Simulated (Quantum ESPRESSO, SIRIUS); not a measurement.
# Equation of state of ZrC under PBE+D3(BJ)

The structure is cubic, space group Fm-3m (No. 225). The conventional cell has a = 4.730 Å, b = 4.730 Å, c = 4.730 Å, α = 90.00°, β = 90.00°, γ = 90.00°. Around Zr (site symmetry m-3m) lie 6 C at 2.37 Å. C (site symmetry m-3m) has 6 Zr at 2.37 Å as nearest neighbours.

The cell was scaled at fixed shape and fractions and run with SIRIUS, all-electron FP-LAPW, apw+lo standard; PBE+D3(BJ), k mesh 10 × 10 × 10 on the cell of 2 atoms, fermi-dirac occupations of 0.05 eV, no spin polarisation, no spin-orbit coupling. Energies are those that the program minimises, any entropy of the smearing included. For a metal such a mesh isn't converged to the digits shown.

```csv
V (Å³/atom),energy over the lowest row (meV/atom)
12.4343,5.97
12.6989,0.00
12.9634,?
13.2280,11.65
13.4925,27.65
13.7571,49.70
14.0217,77.02
```

**Question.** Fit the third-order Birch-Murnaghan form, give V0, B0 and B′, and predict the energy left open.

**Answer.** With y = (V0/V)^(2/3), E = E0 + (9 V0 B0/16) [(y - 1)³ B′ + (y - 1)² (6 - 4y)]. Least squares through the rows shown give V0 = 12.7570 Å³/atom, E0 = -0.19 meV, B0 = 231.5 GPa (1 eV/Å³ = 160.218 GPa) and B′ = 4.06, with a largest miss of 0.03 meV. At V = 12.9634 the form with these constants gives 2.16 meV; the run gave 2.11 meV an atom. Other set-ups at this level, from all their volumes (Å³/atom, GPa): Quantum ESPRESSO, PseudoDojo 0.4.1 SR PBE standard: V0 12.812, B0 231. Measured volume: 12.96 Å³/atom (a printed reference work), so the fit lies -1.6 % from it. The runs are for a static lattice.
